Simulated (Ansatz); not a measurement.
Here is an Ansatz 0.2.0 calculation.

Contents of input.yaml:

```yaml
crystal:
  lattice:
    - [4.15, 0.0, 0.0]
    - [-2.075, 3.5940054257, 0.0]
    - [0.0, 0.0, 6.737]
  atoms:
    - { symbol: Cd, position: [0.6666666667, 0.3333333333, 0.5] }
    - { symbol: Cd, position: [0.3333333333, 0.6666666667, 0.0] }
    - { symbol: S, position: [0.6666666667, 0.3333333333, 0.875] }
    - { symbol: S, position: [0.3333333333, 0.6666666667, 0.375] }
hamiltonian:
  xc: pbe
  pseudopotentials: { kind: paw }
kpoints:
  mp_grid: { grid: [7, 7, 4] }
scf:
  occupations: { method: gaussian, width: 0.022 }
output:
  forces: true
  stress: true
  eigenvalues: true
```

Potentials or basis: Ansatz PAW.

The run is started by

```bash
$ ansatz run input.yaml --threads 2 --pin off --max-ram 5632MiB --backend cpu --events-out ev --progress --plain --runs-dir out
```

(1) Estimate the band gap on the k mesh.

(2) Predict the pressure.

Results:

(1) 1.20 eV, direct.

(2) 2.1 GPa.

Caveat: odd divisions of the mesh miss points on the zone boundary, where band edges often lie, so the gap on the mesh can be too wide.

**What was measured.**

From “Isotope dependence of band-gap energy”, 2008, arxiv:0807.2152, for a bulk crystal of CdS: band gap 2.5809 ± 0.0002 eV.

A measured gap of CdS is 2.5809 eV (quoted in “Isotope dependence of band-gap energy”, 2008, arxiv:0807.2152); the calculated 1.20 eV misses it by -1.38 eV. So large a miss can be the level of theory's own, or it may mean another phase, state or a wrong row. Spin-orbit coupling on Cd is left out. The value is that of PBE, without temperature or zero-point motion. Semilocal functionals fall short of measured gaps as a rule.
